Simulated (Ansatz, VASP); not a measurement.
# One calculation of Li2O, two programs

```
Li O
1.0
     0.00000    2.28996    2.28996
     2.28996    0.00000    2.28996
     2.28996    2.28996    0.00000
Li O
2 1
Direct
  0.25000 0.25000 0.25000
  0.75000 0.75000 0.75000
  0.00000 0.00000 0.00000
```

Alike in both runs: functional PBEsol; k mesh 8 × 8 × 8; occupations gaussian, width 0.02 eV; no spin polarisation.

Ansatz relaxed the structure, and its values are those at the end. VASP's run is a single point on that final structure, the one shown.

```csv
,VASP,Ansatz
version,VASP 6.6.1,Ansatz 0.2.0
potentials or method,"VASP PAW PBE potentials, release 64 (Li_sv, O)","scalar-relativistic, plane waves, PAW"
plane-wave cutoff (eV),520,420
valence electrons in the cell,12,12
```

```csv
,VASP,Ansatz,Ansatz less VASP
gap on the k mesh at the Fermi level (eV),4.86,4.88,+0.015
least direct gap on the mesh (eV),5.36,5.34,-0.012
```

 A k mesh can miss the band edges.
